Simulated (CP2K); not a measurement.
Runs of CP2K 2026.2 on InP. It takes space group F-43m (No. 216, cubic). Conventional cell: a = 5.861 Å, b = 5.861 Å, c = 5.861 Å, α = 90.00°, β = 90.00°, γ = 90.00°. In (site symmetry -43m) is surrounded by 4 P at 2.54 Å. Around P (site symmetry -43m) lie 4 In at 2.54 Å. 

| task | level | potentials or basis | smearing | EPS_DEFAULT | NGRIDS | points a segment of the path (NPOINTS) | bands added on the path | CUTOFF of the grids | gap on the mesh (eV) | pressure (GPa) | V0 of scaled cells (Å³/atom) | B0 (GPa) |
| --- | --- | --- | --- | --- | --- | --- | --- | --- | --- | --- | --- | --- |
| band structure | r2SCAN | POTENTIAL_UZH In GTH-SCAN-q13, P GTH-SCAN-q5; TZVP-MOLOPT-SCAN-GTH basis | fermi-dirac 0.05 eV | 1.0E-10 | 5 | 10 | 2 | 675 Ry | 1.09 | 1.7 | - | - |
| equation of state | PBEsol | POTENTIAL_UZH In GTH-PBE-q13, P GTH-PBE-q5; TZVP-MOLOPT-PBE-GTH basis | fermi-dirac 0.01 eV | 1.0E-9 | 4 | - | - | 450 Ry | - | - | (c) | (a) |
| equation of state | LDA | GTH_POTENTIALS In GTH-PADE-q13, P GTH-PADE-q5; TZVP-MOLOPT-PBE-GTH basis | fermi-dirac 0.05 eV | 1.0E-10 | 5 | - | - | 450 Ry | - | - | 24.87 | 71 |
| band structure | LDA | GTH_POTENTIALS In GTH-PADE-q13, P GTH-PADE-q5; TZVP-MOLOPT-PBE-GTH basis | fermi-dirac 0.05 eV | 1.0E-10 | 5 | 6 | 6 | 450 Ry | 0.46 | -0.8 | - | - |
| band structure | PBEsol | POTENTIAL_UZH In GTH-PBE-q13, P GTH-PBE-q5; TZVP-MOLOPT-PBE-GTH basis | fermi-dirac 0.05 eV | 1.0E-10 | 4 | 8 | 2 | 450 Ry | 0.59 | 1.6 | - | - |
| band structure | TB-mBJ | POTENTIAL_UZH In GTH-PBE-q13, P GTH-PBE-q5; TZVP-MOLOPT-PBE-GTH basis | fermi-dirac 0.1 eV | 1.0E-9 | 4 | 8 | 4 | 675 Ry | (b) | - | - | - |

Alike in all rows: no spin polarisation; cell as given; k mesh 8 × 8 × 8.

Task: Fill in the values left out.

Result: (a) 66; (b) 0.81; (c) 25.75.

Caveats: the basis of atomic orbitals isn't converged, which shifts pressures, moduli and gaps; spin-orbit coupling is left out, which moves the levels of the heavy elements (some runs); the potentials were made for another functional, which shifts forces and pressure (some runs); this is a model potential without an energy functional, so only levels have meaning (some runs).

A k mesh can miss the band edges, and the runs leave out spin-orbit coupling on In.

Runs at the PBE level aren't shown here.
